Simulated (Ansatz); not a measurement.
# Response to strain in CoPt

Take CoPt (space group P4/mmm, No. 123; ferromagnetic; relaxed with 0.1 eV smearing) as the base.

```
CoPt
1.0
    2.67696     0.00000     0.00000
    0.00000     2.67696     0.00000
    0.00000     0.00000     3.72890
Co Pt
1 1
Cartesian
  1.33848   1.33848   1.86445
  0.00000   0.00000   0.00000
```

Cartesian axes are those of the cell as printed.

Strains are applied to the cell and any free atomic positions relax.

Computed with r2SCAN/PAW in Ansatz (a quantum-chemistry and plane-wave program), no spin-orbit coupling.

Candidates:
(a) tensor shear ε_xz = +1.05 %
(b) tensor shear ε_xy = −2.11 %
(c) uniaxial strain ε_xx = −2.42 %
(d) uniaxial strain ε_yy = +4.75 %

Notes on the quantities. energy relative to the base: free energy F.

**Question.** Order them by energy relative to the base, lowest first.

**Answer.** (b) tensor shear ε_xy = −2.11 % (+1.2 meV/atom), (a) tensor shear ε_xz = +1.05 % (+2.2 meV/atom), (c) uniaxial strain ε_xx = −2.42 % (+12 meV/atom), (d) uniaxial strain ε_yy = +4.75 % (+36 meV/atom)

The magnetic state is the one reached from the starting moments; the real material's order can differ, and small cells can't hold many antiferromagnetic ones. No phonon test of stability was made.
